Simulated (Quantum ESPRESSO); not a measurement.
Crystal: WC.

```xyz
2
Lattice="0.0000 2.1927 2.1927 2.1927 0.0000 2.1927 2.1927 2.1927 0.0000" Properties=species:S:1:pos:R:3 pbc="T T T"
W     0.0000    0.0000    0.0000
C     2.1927    2.1927    2.1927
```

Measurements of this composition are mostly on another form, of space group No. 187.

Base run:

- Program: Quantum ESPRESSO 7.5
- Functional: LDA
- Potentials or basis: GBRV 1.5 LDA
- Cutoff: 762 eV
- Density cutoff: 6095 eV
- k mesh: 10 × 10 × 10
- Occupations: fermi-dirac, width 0.05 eV
- Spin: no spin polarisation

Its results: band gap on the k mesh none (metal or under the smearing width); pressure -15.1 GPa.

**Question.** The run is repeated on the same cell with these changes: functional from LDA to PBEsol; potentials or basis from GBRV 1.5 LDA to GBRV 1.5 PBEsol. What comes out?

**Answer.** Band gap on the k mesh none (metal or under the smearing width); pressure -9.5 GPa.

Caveats: so large a pressure means that the cell lies far from this level's equilibrium, or that cutoff or potentials fall short (some runs); spin-orbit coupling is left out, which moves the levels of the heavy elements (some runs).
